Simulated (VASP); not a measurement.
Input of a VASP 6.6.1 run:

File INCAR:

```
SYSTEM = Ga8N9
PREC     = Normal         ! precision mode
ENCUT    = 450            ! plane-wave cutoff, eV
EDIFF    = 1E-6           ! SCF threshold, eV
ISMEAR   = 0              ! smearing method
SIGMA    = 0.01           ! smearing width, eV
LREAL    = Auto         
LASPH    = .TRUE.         ! aspherical terms in the spheres
NELM     = 150            ! most SCF steps
ALGO     = Normal         ! electronic algorithm
ISIF     = 2              ! what is computed and relaxed
LWAVE    = .FALSE.        ! write WAVECAR
LCHARG   = .FALSE.        ! write CHGCAR
ISPIN    = 2              ! spin polarisation
MAGMOM   = 0.1 0.1 0.1 0 0 0 0 0 0.1 0.1 0.1 0 0.1 0 0.1 0.1 0.1 ! initial moments
LORBIT   = 11             ! projections on sites
GGA      = PE             ! functional
IBRION   = 2              ! ionic algorithm
NSW      = 70             ! ionic steps
EDIFFG   = -0.025         ! ionic threshold
AMIX     = 0.2          
BMIX     = 1E-4         
AMIX_MAG = 0.8          
BMIX_MAG = 1E-4         
ICORELEVEL= 1            
ISYM     = 0
```

KPOINTS

```
Automatic mesh
0
G
  3 3 3
  0 0 0
```

POSCAR

```
Ga8N9
1.0
    0.0000000000      0.0000000000      5.2440550000
   -3.2177240000     -5.5732640000      0.0000000000
    6.4354500000      0.0000000000      0.0000000000
Ga N
8 9
Direct
    0.9949812300      0.1621006900      0.8272343100
    0.0063503000      0.1621639100      0.3249999700
    0.9831967700      0.6677117000      0.8252835100
    0.9991860000      0.6666665000      0.3333330000
    0.4991860000      0.3333335000      0.1666670000
    0.4991860000      0.3333335000      0.6666670000
    0.4991860000      0.8333335000      0.1666670000
    0.4991860000      0.8333335000      0.6666670000
    0.3692622300      0.1672164400      0.8279353500
    0.3697970200      0.1581852600      0.3355680700
    0.3785133500      0.6693544600      0.8534567900
    0.3758140000      0.6666665000      0.3333330000
    0.8712335600      0.3321407100      0.1665957200
    0.8758140000      0.3333335000      0.6666670000
    0.8849897200      0.8446658500      0.1629993400
    0.8853008700      0.8461168900      0.6736189500
    0.1596285100      0.9976863400      0.0004378100
```

Potentials or basis: VASP PAW PBE potentials, release 64 (Ga_d, N).

Run with:

```console
$ cat potpaw_PBE.64/Ga_d/POTCAR potpaw_PBE.64/N/POTCAR > POTCAR
$ mpirun -np 4 vasp_std > vasp.out
```

Problem. Predict the band gap on the k mesh.

Solution. 0.46 eV, indirect (least direct gap 0.64 eV).

Problem. Predict the energy gained by relaxing.

Solution. 73.3 meV/atom.

Problem. Estimate the net moment.

Solution. 3.00 μB per cell.

Problem. What does it give for the site moments?

Solution. Ga +0.01, +0.02, +0.11; N +0.15, +0.02, +0.12, +0.05, +0.13, +1.28 μB.

Forces in eV/Å, atoms in the order of the input:
```
Ga   0.020  0.009 -0.011
Ga   0.008 -0.002 -0.010
Ga   0.002 -0.009 -0.002
Ga  -0.002  0.002 -0.006
Ga  -0.011 -0.006 -0.005
Ga  -0.002 -0.004 -0.001
Ga  -0.008 -0.009  0.003
Ga  -0.019 -0.006  0.002
N    0.007  0.014 -0.003
N   -0.013 -0.003  0.005
N   -0.017 -0.009 -0.004
N   -0.011 -0.001 -0.002
N    0.008  0.004  0.005
N    0.006  0.011 -0.001
N    0.008  0.006  0.012
N    0.007  0.000  0.003
N    0.016  0.003  0.017
```

 As with any semilocal functional, this PBE gap is likely too small.
